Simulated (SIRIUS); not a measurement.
# Sb (R-3m) in SIRIUS: reference runs

How does Sb come out in PBEsol? The cell is run as given.

All numbers are computed with SIRIUS, more than one build; they aren't measurements. Logs are shortened: lines on timing, memory, paths and dates and some standing lists are left out, and cuts for length are marked. The log counts tension as positive stress, the text compression.

### Step 1. The crystal as given

The structure is trigonal, space group R-3m (No. 166). The conventional cell has a = 4.308 Å, b = 4.308 Å, c = 11.274 Å, α = 90.00°, β = 90.00°, γ = 120.00°. Around Sb (site symmetry 3m) lie 3 Sb at 2.91 Å.

### Step 2. Single point, PBEsol

The input, sirius.json:

```json
{
  "control": {
    "processing_unit": "cpu",
    "verbosity": 2,
    "num_bands_to_print": 23,
    "print_forces": true,
    "print_stress": true
  },
  "parameters": {
    "electronic_structure_method": "pseudopotential",
    "xc_functionals": ["XC_GGA_X_PBE_SOL", "XC_GGA_C_PBE_SOL"],
    "gk_cutoff": 9.0,
    "pw_cutoff": 18.0,
    "ngridk": [8, 8, 8],
    "shiftk": [0, 0, 0],
    "smearing": "fermi_dirac",
    "smearing_width": 0.0018374661,
    "num_bands": 23,
    "num_mag_dims": 0,
    "num_dft_iter": 100,
    "energy_tol": 1e-08,
    "density_tol": 1e-06
  },
  "iterative_solver": {
    "type": "davidson",
    "min_tolerance": 1e-09,
    "tolerance_scale": [0.1, 0.25]
  },
  "mixer": {
    "type": "anderson",
    "beta": 0.7,
    "max_history": 8
  },
  "settings": {
    "tol_ne": 1e-10,
    "pseudo_grid_cutoff": 6.5
  },
  "unit_cell": {
    "lattice_vectors": [
      [4.070848017669, 2.350305198853, 7.101590776344],
      [-4.070848017669, 2.350305198853, 7.101590776344],
      [0.0, -4.700610397707, 7.101590776344]
    ],
    "atom_coordinate_units": "lattice",
    "atom_types": ["Sb"],
    "atom_files": {
      "Sb": "Sb.json"
    },
    "atoms": {
      "Sb": [
        [0.76651, 0.76651, 0.76651],
        [0.23349, 0.23349, 0.23349]
      ]
    }
  }
}
```

Potentials or basis: PseudoDojo 0.4.1 PBEsol standard (scalar relativistic).

Launch:

```console
> upf_to_json Sb.upf
> OMP_NUM_THREADS=1 sirius.scf --input=sirius.json --output=out.json --task=0
```

The log of the run:

```text
[info] SIRIUS version : 7.10.0
[info] number of MPI ranks           : 1
[info] MPI grid                      : 1 1
[info] maximum number of OMP threads : 1
[fft] FFT context for density and potential
[fft] =====================================
[fft]   comm size                             : 1
[fft]   plane wave cutoff                     : 18
[fft]   grid size                             : 54 54 54   total : 157464
[fft]   grid limits                           : -26 27   -26 27   -26 27
[fft]   number of G-vectors within the cutoff : 20109
[fft]   local number of G-vectors             : 20109
[fft]   number of G-shells                    : 3689
[fft] FFT context for coarse grid
[fft] =====================================
[fft]   comm size                             : 1
[fft]   plane wave cutoff                     : 18
[fft]   grid size                             : 54 54 54   total : 157464
[fft]   grid limits                           : -26 27   -26 27   -26 27
[fft]   number of G-vectors within the cutoff : 20109
[fft]   local number of G-vectors             : 20109
[fft]   number of G-shells                    : 3689
[unit cell] lattice vectors
[unit cell]   a1 :       4.0708480177      2.3503051989      7.1015907763
[unit cell]   a2 :      -4.0708480177      2.3503051989      7.1015907763
[unit cell]   a3 :       0.0000000000     -4.7006103977      7.1015907763
[unit cell] reciprocal lattice vectors
[unit cell]   b1 :       0.7717292908      0.4455581138      0.2949191482
[unit cell]   b2 :      -0.7717292908      0.4455581138      0.2949191482
[unit cell]   b3 :       0.0000000000     -0.8911162275      0.2949191482
[unit cell] unit cell volume :       407.67684282 [a.u.^3]
[unit cell] 1/sqrt(omega)    :         0.04952700
[unit cell] MT volume        :         0.00000000 ( 0.00%)
[unit cell] IT volume        :       407.67684282 (100.00%)
[unit cell] number of atom types : 1
[unit cell] type id : 0 symbol : Sb mt_radius :  14.330000 num_atoms : 2
[unit cell] total number of atoms : 2
[unit cell] number of symmetry classes : 1
[unit cell] number of PAW atoms : 0
[unit cell] atom id  type id  class id             position                      vector_field
[unit cell] ------------------------------------------------------------------------------------------
[unit cell]      0        0        0      0.76651   0.76651   0.76651      0.00000   0.00000   0.00000
[unit cell]      1        0        0      0.23349   0.23349   0.23349      0.00000   0.00000   0.00000
[unit cell] atom id         position (Cartesian, a.u.)
[unit cell] ---------------------------------------------
[unit cell]      0       0.000000   -0.000000   16.330321
[unit cell]      1       0.000000   -0.000000    4.974451
[unit cell] class id : 0 atom id : 0 1
[unit cell] minimum bond length:     5.495719
[unit cell] total number of pseudo wave-functions: 18
[sym] space group number   : 166
[sym] international symbol : R-3m
[sym] Hall symbol          : -R 3 2"
[sym] space group transformation matrix :
[sym]   0.6667 -0.3333 -0.3333
[sym]   0.3333  0.3333 -0.6667
[sym]   0.3333  0.3333  0.3333
[sym] space group origin shift :
[sym]  -0.0000  0.0000  0.0000
[sym] number of space group operations  : 12
[sym] number of magnetic group operations : 12
[sym] metric tensor error: 3.1609e-10
[sym] rotation matrix error: 1.6273e-11
[sym] symmetry operations
[... list of symmetry operations ...]
[atom type] label          : Sb
[atom type] --------------------------------------------------------------------------------
[atom type] symbol         : Sb
[atom type] name           :
[atom type] zn             : 15
[atom type] mass           : 0
[atom type] mt_radius      : 14.33
[... 177 lines left out ...]
[find] | SCF iteration   4 out of 100|
[diagonalize] iterative solver tolerance (occupied, empty): 3.13195e-06 3.13195e-06
[... 29 lines left out ...]
[find] Free energy (E-TS)             :    -181.56618504 (Ha),    -363.13237008 (Ry)
[find] band gap (eV)                  :       0.00000000
[find] Efermi                         :       0.38367498
[find] iteration : 7, RMS : 3.861124344085e-07, energy difference : -3.710150053848e-08
[find] Hartree energy of density residual : 3.313284082692e-11
[find] | SCF iteration   8 out of 100|
[diagonalize] iterative solver tolerance (occupied, empty): 1.22342e-08 1.22342e-08
[diagonalize] average number of iterations: 3.46154
[find] Total energy                   :    -181.56607900 (Ha),    -363.13215800 (Ry)
[find] Free energy (E-TS)             :    -181.56618505 (Ha),    -363.13237010 (Ry)
[find] band gap (eV)                  :       0.00000000
[find] Efermi                         :       0.38367502
[find] iteration : 8, RMS : 2.022057648015e-07, energy difference : -1.146213435277e-08
[find] Hartree energy of density residual : 9.298846156260e-12
[find] bands are converged : true
[find] iterative solver converged : false
[find] +------------------------------+
[find] | SCF iteration   9 out of 100|
[find] +------------------------------+
[diagonalize] iterative solver tolerance (occupied, empty): 3.05854e-09 3.05854e-09
[diagonalize] average number of iterations: 3.93846
[diagonalize] Lowest band energies
[diagonalize] ik:    0   -0.699116   -0.699116   -0.695860   -0.695860   -0.695023   -0.691675   -0.691675   -0.691507   -0.688672   -0.688672   -0.087021    0.202865    0.305664    0.315846    0.315846    0.457852    0.480761    0.480761    0.569723    0.569723    0.574549    0.623146    0.640540
[diagonalize] ik:    1   -0.698888   -0.698786   -0.695750   -0.695672   -0.694880   -0.691826   -0.691786   -0.691640   -0.689006   -0.688914   -0.080674    0.176602    0.307167    0.314316    0.325197    0.453729    0.464169    0.465908    0.549219    0.565981    0.573761    0.666899    0.678146
[diagonalize] ik:    2   -0.698283   -0.697852   -0.695482   -0.695148   -0.694456   -0.692267   -0.692255   -0.691875   -0.689906   -0.689555   -0.061820    0.123355    0.307792    0.311644    0.341036    0.426965    0.431190    0.434767    0.561963    0.585833    0.606136    0.750729    0.754784
[diagonalize] ik:    3   -0.697564   -0.696511   -0.695200   -0.694414   -0.693864   -0.693063   -0.692880   -0.692164   -0.691022   -0.690324   -0.031329    0.066965    0.310455    0.311407    0.354607    0.395989    0.399557    0.408925    0.606779    0.643268    0.663525    0.753039    0.802377
[diagonalize] ik:    4   -0.697213   -0.695480   -0.695049   -0.694196   -0.693772   -0.693466   -0.692906   -0.692610   -0.691580   -0.690706   -0.000181    0.026499    0.310465    0.314508    0.370539    0.372232    0.386621    0.399078    0.660461    0.688967    0.720257    0.722515    0.730086
[diagonalize] ...
[diagonalize] ik:   60   -0.697588   -0.697311   -0.695183   -0.695165   -0.694335   -0.692187   -0.692164   -0.692154   -0.690642   -0.690317   -0.032664    0.063993    0.266383    0.323068    0.359686    0.401706    0.412341    0.486387    0.604815    0.644442    0.681560    0.737050    0.766911
[diagonalize] ik:   61   -0.697538   -0.697139   -0.695227   -0.694805   -0.694169   -0.692458   -0.692443   -0.692046   -0.690789   -0.690355   -0.012891    0.059954    0.210794    0.289715    0.318343    0.447755    0.461910    0.555021    0.585039    0.637068    0.656937    0.746321    0.827556
[diagonalize] ik:   62   -0.697593   -0.697151   -0.695251   -0.695060   -0.694274   -0.692282   -0.692254   -0.692042   -0.690825   -0.690307   -0.027544    0.056627    0.275823    0.306424    0.343091    0.422677    0.423931    0.473804    0.596034    0.678786    0.705664    0.728810    0.743326
[diagonalize] ik:   63   -0.697629   -0.697074   -0.695180   -0.694975   -0.694160   -0.692540   -0.692164   -0.692125   -0.690864   -0.690275   -0.015898    0.058224    0.232348    0.263133    0.368717    0.389629    0.499875    0.521607    0.589740    0.618285    0.729232    0.731127    0.806525
[diagonalize] ik:   64   -0.697319   -0.697319   -0.695190   -0.695190   -0.694283   -0.692176   -0.692169   -0.692169   -0.690628   -0.690628   -0.030504    0.050346    0.333414    0.333414    0.362350    0.385901    0.385901    0.421305    0.638902    0.710970    0.710970    0.723067    0.723067
[find] Charges and magnetic moments
[find] --------------------------------------------------------------------------------
[find] total charge          : 30.000000
[find] Energy
[find] --------------------------------------------------------------------------------
[find] valence_eval_sum               :     -12.08527177
[find] <rho|V^{XC}>                   :     -27.66648344
[find] <rho|E^{XC}>                   :     -45.01403362
[find] <mag|B^{XC}>                   :       0.00000000
[find] <rho|V^{H}>                    :      88.55755181
[find] one-electron contribution      :     -72.97634014 (Ha),    -145.95268028 (Ry)
[find] hartree contribution           :      44.27877591
[find] xc contribution                :     -45.01403362
[find] ewald contribution             :    -107.85448509
[find] PAW contribution               :       0.00000000
[find] smearing (-TS)                 :      -0.00010605
[find] SCF correction                 :       0.00000395
[find] Total energy                   :    -181.56607900 (Ha),    -363.13215800 (Ry)
[find] Free energy (E-TS)             :    -181.56618505 (Ha),    -363.13237010 (Ry)
[find] band gap (eV)                  :       0.00000000
[find] Efermi                         :       0.38367482
[find] iteration : 9, RMS : 5.621212621031e-08, energy difference : -2.311566049684e-09
[find] Hartree energy of density residual : 4.396746961235e-13
[find] bands are converged : true
[find] iterative solver converged : true
[find] converged after 10 SCF iterations!
[find] Charges and magnetic moments
[find] --------------------------------------------------------------------------------
[find] total charge          : 30.000000
[find] Energy
[find] --------------------------------------------------------------------------------
[find] valence_eval_sum               :     -12.08527177
[find] <rho|V^{XC}>                   :     -27.66648344
[find] <rho|E^{XC}>                   :     -45.01403362
[find] <mag|B^{XC}>                   :       0.00000000
[find] <rho|V^{H}>                    :      88.55755181
[find] one-electron contribution      :     -72.97634014 (Ha),    -145.95268028 (Ry)
[find] hartree contribution           :      44.27877591
[find] xc contribution                :     -45.01403362
[find] ewald contribution             :    -107.85448509
[find] PAW contribution               :       0.00000000
[find] smearing (-TS)                 :      -0.00010605
[find] SCF correction                 :       0.00000395
[find] Total energy                   :    -181.56607900 (Ha),    -363.13215800 (Ry)
[find] Free energy (E-TS)             :    -181.56618505 (Ha),    -363.13237010 (Ry)
[find] band gap (eV)                  :       0.00000000
[find] Efermi                         :       0.38367482
[ground_state] === stress tensor components [kbar] ===
[ground_state] === stress_kin ===
[ground_state] -51144.358051    0.000000   -0.000000
[ground_state]     0.000000-51144.358050   -0.000000
[ground_state]    -0.000000   -0.000000-51180.727554
[ground_state] === stress_har ===
[ground_state] -10947.910431    0.000000   -0.000000
[ground_state]     0.000000-10947.910431   -0.000000
[ground_state]    -0.000000   -0.000000-10059.057513
[ground_state] === stress_ewald ===
[ground_state] 25458.103556   -0.000000    0.000000
[ground_state]    -0.00000025458.103556    0.000000
[ground_state]     0.000000    0.00000026919.660813
[ground_state] === stress_vloc ===
[ground_state]  8089.988714   -0.000000    0.000000
[ground_state]    -0.000000 8089.988714    0.000000
[ground_state]     0.000000    0.000000 5798.419442
[ground_state] === stress_xc ===
[ground_state] -12361.828959    0.000000   -0.000000
[ground_state]     0.000000-12361.828959   -0.000000
[ground_state]    -0.000000   -0.000000-12362.163619
[ground_state] === stress_core ===
[ground_state] 19080.003877   -0.000000    0.000000
[ground_state]    -0.00000019080.003877    0.000000
[ground_state]     0.000000    0.00000019080.276465
[ground_state] === stress_nonloc ===
[ground_state] 21823.830169   -0.000000    0.000000
[ground_state]    -0.00000021823.830168    0.000000
[ground_state]     0.000000    0.00000021807.526698
[ground_state] === stress_us_nl ===
[ground_state] 21823.830169   -0.000000    0.000000
[ground_state]    -0.00000021823.830168    0.000000
[ground_state]     0.000000    0.00000021807.526698
[ground_state] === stress_total ===
[ground_state]    -2.171125   -0.000000   -0.000000
[ground_state]    -0.000000   -2.171125   -0.000000
[ground_state]    -0.000000   -0.000000    3.934733
[ground_state] ==== total Forces in Ha/bohr =====
[ground_state] atom:    0, force:      -0.0000000      0.0000000     -0.0024063
[ground_state] atom:    1, force:      -0.0000000     -0.0000000      0.0024063
[ground_state] ==== ultrasoft contribution from Qij =====
[ground_state] atom:    0, force:       0.0000000      0.0000000      0.0000000
[ground_state] atom:    1, force:       0.0000000      0.0000000      0.0000000
[ground_state] ==== non-local contribution from Beta-projector =====
[ground_state] atom:    0, force:      -0.0000000     -0.0000000      0.1546528
[ground_state] atom:    1, force:      -0.0000000      0.0000000     -0.1546528
[ground_state] ==== contribution from local potential =====
[ground_state] atom:    0, force:       0.0000000     -0.0000000      1.6567801
[ground_state] atom:    1, force:       0.0000000      0.0000000     -1.6567801
[ground_state] ==== contribution from core density =====
[ground_state] atom:    0, force:       0.0000000      0.0000000     -0.0011151
[ground_state] atom:    1, force:      -0.0000000     -0.0000000      0.0011151
[ground_state] ==== Ewald forces from ions =====
[ground_state] atom:    0, force:       0.0000000      0.0000000     -1.8127233
[ground_state] atom:    1, force:       0.0000000     -0.0000000      1.8127233
[~DFT_ground_state] local op. applied: 36478
[~DFT_ground_state] evp. work count: 6496.76
[~DFT_ground_state] number of iterative solver steps: 2665
```

Wall time 2.4 min (1 thread of Arm Neoverse V2, shared host); peak memory 0.71 GiB.

What came out:

```yaml
Free_energy: -4940.6676 eV
Pressure: 0.0 GPa
Largest_force: 0.124 eV/Å
Band_gap_on_the_k_mesh: none (metal or under the smearing width)
```

Forces in eV/Å, atoms in the order of the input:
```
Sb   0.000  0.000 -0.124
Sb   0.000  0.000  0.124
```

Spin-orbit coupling is left out, which matters for the levels of Sb.

[end of part 1 of 2]
